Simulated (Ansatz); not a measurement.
Results of PBE in Ansatz (PAW) for wurtzite InN.

Run with plane-wave cutoff 520 eV, 12×12×6 k mesh (along the axes of the cell as run), Fermi–Dirac smearing 0.01 eV, scalar-relativistic PAW data made under PBE.

Energies at three volumes about the minimum:

```csv
V (Å³/atom),E − E_lowest (meV/atom)
15.741,2.54
16.062,0.00
16.383,2.34
```

Task: Fit a parabola by hand: where is the minimum, and what is the bulk modulus?

Result: Slopes: (0.00 − 2.54)/(16.062 − 15.741) = -7.913 and (2.34 − 0.00)/(16.383 − 16.062) = 7.290 meV/Å³. Curvature E″ = 2 × (7.290 − (-7.913))/(16.383 − 15.741) = 47.361 meV/Å⁶. From the middle of the first interval, the slope vanishes at V0 = 15.9015 − (-7.913)/47.361 = 16.069 Å³/atom. B = V0 E″ = 16.069 × 47.361 meV/Å³ × 0.1602 GPa per meV/Å³ = 122 GPa. The full Birch–Murnaghan fit to all volumes gives V0 = 16.063 Å³/atom and B0 = 122 GPa.

Shape and atoms are relaxed at each volume.

Measured, for comparison: bulk modulus 126 GPa (room temperature, not corrected to a static lattice; as tabulated in Phys. Rev. B 49, 14 (GaN and InN under pressure), abstract); equilibrium volume per atom 15.38 Å³/atom (300 K, not corrected to a static lattice; as tabulated in Wikipedia's data pages). Computed less measured: bulk modulus -3.2 %, equilibrium volume per atom +4.4 %.

Note: this level leaves the solid without a gap, although one is measured.

Ansatz is a first-principles code.
